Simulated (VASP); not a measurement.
# Te in VASP: notebook, part 2 of 2

VASP 6.6.1.

## 6. Single point, PBE

INCAR

```
ADDGRID = F
ALGO = Normal
EDIFF = 1E-5
ENCUT = 460
GGA = PE
ISIF = 2
ISMEAR = 0
LASPH = T
LCHARG = F
LREAL = F
LWAVE = F
NBANDS = 16
NELM = 100
PREC = Accurate
SIGMA = 0.05
```

KPOINTS

```
k-points
0
Gamma
  3 3 2
```

POSCAR

```
Te
1.0
    3.8202894285     -2.1482026000      0.0000000000
    3.8202894285      2.1482026000      0.0000000000
   -0.0942908673      0.0000000000      5.9760906531
Te
3
Direct
    0.0053760000      0.0030970000      0.0153300000
    0.3128830000      0.3144850000      0.3485460000
    0.7243610000      0.6723340000      0.6509690000
```

Potentials or basis: VASP PAW PBE potentials, release 64 (Te).

Started as:

```console
$ cat potpaw_PBE.64/Te/POTCAR > POTCAR
$ mpirun -np 1 vasp_std > vasp.out
```

OUTCAR:

```text
EDIFF = 1E-5
   ENCUT = 460
   GGA = PE
   ISIF = 2
   ISMEAR = 0
   LASPH = T
   LREAL = F
   NELM = 100
   PREC = Accurate

 Found     10 irreducible k-points:

 Following reciprocal coordinates:
            Coordinates               Weight
  0.000000  0.000000  0.000000      1.000000
  0.333333 -0.000000 -0.000000      2.000000
  0.000000 -0.333333  0.000000      2.000000
  0.333333  0.333333  0.000000      2.000000
 -0.333333  0.333333  0.000000      2.000000
  0.000000  0.000000  0.500000      1.000000
   k-points           NKPTS =     10   k-points in BZ     NKDIM =     10   number of bands    NBANDS=     16
   number of dos      NEDOS =    301   number of ions     NIONS =      3
   total plane-waves  NPLWV =  43008
   dimension x,y,z NGX =    32 NGY =   32 NGZ =   42
   dimension x,y,z NGXF=    64 NGYF=   64 NGZF=   84
   ions per type =               3
   NGX,Y,Z   is equivalent  to a cutoff of  12.14, 12.14, 11.68 a.u.
   NGXF,Y,Z  is equivalent  to a cutoff of  24.28, 24.28, 23.36 a.u.
 SYSTEM =  unknown system
   PREC   = accura    normal or accurate (medium, high low for compatibility)
   ISTART =      0    job   : 0-new  1-cont  2-samecut
   ICHARG =      2    charge: 1-file 2-atom 10-const
   ISPIN  =      1    spin polarized calculation?
   LNONCOLLINEAR =      F non collinear calculations
   LSORBIT =      F    spin-orbit coupling
   LASPH  =      T    aspherical Exc in radial PAW
   ENCUT  =  460.0 eV  33.81 Ry    5.81 a.u.   7.66  7.66 10.45*2*pi/ulx,y,z
   NELM   =    100;   NELMIN=  2; NELMDL= -5     # of ELM steps
   EDIFF  = 0.1E-04   stopping-criterion for ELM
   LREAL  =      F    real-space projection
   EDIFFG = 0.1E-03   stopping-criterion for IOM
   NSW    =      0    number of steps for IOM
   IBRION =     -1    ionic relax: 0-MD 1-quasi-New 2-CG
   NFREE  =      0    steps in history (QN), initial steepest desc. (CG)
   ISIF   =      2    stress and relaxation
   ISYM   =      2    0-nonsym 1-usesym 2-fastsym
   POTIM  = 0.5000    time-step for ionic-motion
   TEBEG  =    0.0;   TEEND  =   0.0 temperature during run
   PSTRESS=    0.0 pullay stress
   NELECT =      18.0000    total number of electrons
   NUPDOWN=      -1.0000    fix difference up-down
   EMIN   =  10.00;   EMAX   =-10.00  energy-range for DOS
   EFERMI =   0.00;   METHOD = LEGACY
   ISMEAR =     0;   SIGMA  =   0.05  broadening in eV -4-tet -1-fermi 0-gaus
   EFERMI_NEDOS =   21; number of points for ismear=-14 and -15
   IALGO  =     38    algorithm
   IMIX   =      4    mixing-type and parameters
     AMIX     =   0.40;   BMIX     =  1.00
     AMIX_MAG =   1.60;   BMIX_MAG =  1.00
  volume/ion in A,a.u.               =      32.70       220.64
  Fermi-wavevector in a.u.,A,eV,Ry     =   0.930307  1.758025 11.775440  0.865470
  Thomas-Fermi vector in A             =   2.056681
   LORBIT       =      0    0 simple, 1 ext, 2 COOP (PROOUT), +10 PAW based schemes
   GGA     = PE    functional components
   LHFCALC =     F    Hartree Fock is set to
   AEXX    =    0.0000 exact exchange contribution
   IVDW    =     0    specifies the selected vdW correction
   LEPSILON=     F    determine dielectric tensor
   LRPA    =     F    only Hartree local field effects (RPA)
 non-spin polarized calculation
 Gauss-broadening in eV      SIGMA  =   0.05
  energy-cutoff  :      460.00
  volume of cell :       98.09
 maximum number of plane-waves:      2206
 NGX is ok and might be reduce to    30

 number of electron      17.9999999 magnetization

 Free energy of the ion-electron system (eV)
  ---------------------------------------------------
  ext. energy  EPLUGINS =         0.00000000
  ---------------------------------------------------
  free energy    TOTEN  =        -8.98678501 eV

  energy without entropy =       -8.98312466  energy(sigma->0) =       -8.98495484

 E-fermi :   6.5764     XC(G=0):  -9.2637

 val. band max:        6.1819995429   @ k =  -0.3333   0.3333   0.5000
 cond. band min:       6.5795830366   @ k =  -0.3333   0.3333   0.5000
 fundamental gap:      0.3975834936
 Fermi energy:         6.5763905331

 k-point     1 :       0.0000    0.0000    0.0000
  band No.  band energies     occupation
      1      -7.3383      2.00000
      2      -4.1337      2.00000
      3      -3.6959      2.00000
      4       3.3686      2.00000
      5       3.7062      2.00000
      6       4.3107      2.00000
[... 8 lines left out ...]
     15      12.5042      0.00000
     16      12.6786      0.00000

 k-point     2 :       0.3333   -0.0000   -0.0000
  band No.  band energies     occupation
      1      -6.4396      2.00000
      2      -4.3783      2.00000
      3      -3.8156      2.00000
      4       1.3208      2.00000
      5       2.1821      2.00000
      6       2.6376      2.00000
[... 8 lines left out ...]
     15      13.3300      0.00000
     16      14.7280      0.00000

 k-point     3 :       0.0000   -0.3333    0.0000
  band No.  band energies     occupation
      1      -6.4479      2.00000
      2      -4.4651      2.00000
      3      -3.6944      2.00000
      4       1.4460      2.00000
      5       2.0295      2.00000
      6       2.6717      2.00000
[... 8 lines left out ...]
     15      13.3873      0.00000
     16      14.4148      0.00000

 k-point     4 :       0.3333    0.3333    0.0000
  band No.  band energies     occupation
      1      -6.5984      2.00000
      2      -4.3461      2.00000
      3      -3.6616      2.00000
      4       1.4764      2.00000
      5       2.1720      2.00000
      6       2.5533      2.00000
[... 8 lines left out ...]
     15      13.6152      0.00000
     16      14.8031      0.00000

 k-point     5 :      -0.3333    0.3333    0.0000
  band No.  band energies     occupation
      1      -5.5644      2.00000
      2      -4.7789      2.00000
      3      -4.2346      2.00000
      4       1.9427      2.00000
      5       2.2051      2.00000
      6       2.6592      2.00000
[... 8 lines left out ...]
     15      12.0300      0.00000
     16      15.1335      0.00000

 k-point     6 :       0.0000    0.0000    0.5000
  band No.  band energies     occupation
      1      -6.8518      2.00000
      2      -5.8931      2.00000
      3      -1.8504      2.00000
      4       2.6675      2.00000
      5       3.4679      2.00000
      6       3.8929      2.00000
[... 8 lines left out ...]
     15      11.4987      0.00000
     16      13.4896      0.00000

 [... further k-points ...]

------------------------ aborting loop because EDIFF is reached ----------------------------------------

  FORCE on cell =-STRESS in cart. coord.  units (eV):
  Direction    XX          YY          ZZ          XY          YZ          ZX
  --------------------------------------------------------------------------------------
  -------------------------------------------------------------------------------------
  Total        1.1022135      2.2743536      0.0349906      0.1815980      0.0131929     -0.7925363
  in kB       18.0035291     37.1492360      0.5715349      2.9662170      0.2154920    -12.9452681
  external PRESSURE =      18.5747667 kB  Pullay stress =       0.0000000 kB

 VOLUME and BASIS-vectors are now :
 -----------------------------------------------------------------------------
  energy-cutoff  :      460.00
  volume of cell :       98.09
      direct lattice vectors                 reciprocal lattice vectors
     3.820289429 -2.148202600  0.000000000     0.130880136 -0.232752721  0.002065029
     3.820289429  2.148202600  0.000000000     0.130880136  0.232752721  0.002065029
    -0.094290867  0.000000000  5.976090653     0.000000000  0.000000000  0.167333472

 POSITION                                       TOTAL-FORCE (eV/Angst)
 -----------------------------------------------------------------------------------
      0.03092     -0.00490      0.09161         0.099354     -0.054298      0.165433
      2.36386      0.00344      2.08294        -0.253829      0.203067     -0.159967
      5.27440     -0.11176      3.89025         0.154475     -0.148769     -0.005466
 -----------------------------------------------------------------------------------
    total drift:                                0.000438      0.000040      0.000000

  FREE ENERGIE OF THE ION-ELECTRON SYSTEM (eV)
  ---------------------------------------------------
  free  energy   TOTEN  =        -8.9867850101 eV

  energy  without entropy=       -8.9831246632  energy(sigma->0) =       -8.98495484
```

OSZICAR:

```text
N       E                     dE             d eps       ncg     rms          rms(c)
DAV:   1     0.616510980973E+02    0.61651E+02   -0.58370E+03   320   0.791E+02
DAV:   2    -0.541563606228E+01   -0.67067E+02   -0.64100E+02   432   0.127E+02
DAV:   3    -0.896868726672E+01   -0.35531E+01   -0.35237E+01   384   0.318E+01
DAV:   4    -0.902701296322E+01   -0.58326E-01   -0.58316E-01   480   0.487E+00
DAV:   5    -0.902779505767E+01   -0.78209E-03   -0.78209E-03   424   0.483E-01    0.127E+01
DAV:   6    -0.898523695670E+01    0.42558E-01   -0.95521E-02   400   0.172E+00    0.789E+00
DAV:   7    -0.898678961001E+01   -0.15527E-02   -0.51850E-02   416   0.123E+00    0.946E-01
DAV:   8    -0.898692510703E+01   -0.13550E-03   -0.27922E-03   448   0.310E-01    0.360E-01
DAV:   9    -0.898676456342E+01    0.16054E-03   -0.73203E-04   432   0.142E-01    0.819E-02
DAV:  10    -0.898678606276E+01   -0.21499E-04   -0.11403E-04   392   0.572E-02    0.226E-02
DAV:  11    -0.898678501010E+01    0.10527E-05   -0.14381E-05   296   0.218E-02
   1 F= -.89867850E+01 E0= -.89849548E+01  d E =-.366035E-02
```

stdout:

```text
POSCAR found type information on POSCAR Te
 POSCAR found :  1 types and       3 ions
 scaLAPACK will be used
 LDA part: xc-table for (Slater+PW92), standard interpolation
 POSCAR, INCAR and KPOINTS ok, starting setup
 FFT: planning ... GRIDC
 FFT: planning ... GRID_SOFT
 FFT: planning ... GRID
 WAVECAR not read
 entering main loop
```

Run time: 10 s. Hardware: 1 thread of AMD EPYC 7R13 (Zen 3), shared host; peak memory 0.16 GiB.

The run converged, but some of its settings lie outside the range that counts as converged, so its numbers aren't taken as properties of the crystal.

Results:

```yaml
Free_energy: -8.9868 eV
Pressure: 1.9 GPa
Largest_force: 0.362 eV/Å
Band_gap_on_the_k_mesh: none (metal or under the smearing width)
```

Caveat: the k mesh is coarse (spacing up to 0.56 Å⁻¹), so the values aren't converged.

## 7. For comparison

An earlier run on the cell as given: functional PBE; potentials or basis VASP PAW PBE potentials, release 64 (Te); cutoff 520 eV; k mesh 7 × 7 × 5; occupations fermi-dirac, width 0.05 eV; no spin polarisation.

* Pressure: 0.6 GPa
* Largest force: 0.110 eV/Å
* Band gap on the k mesh: 0.03 eV, indirect (least direct gap 0.20 eV)
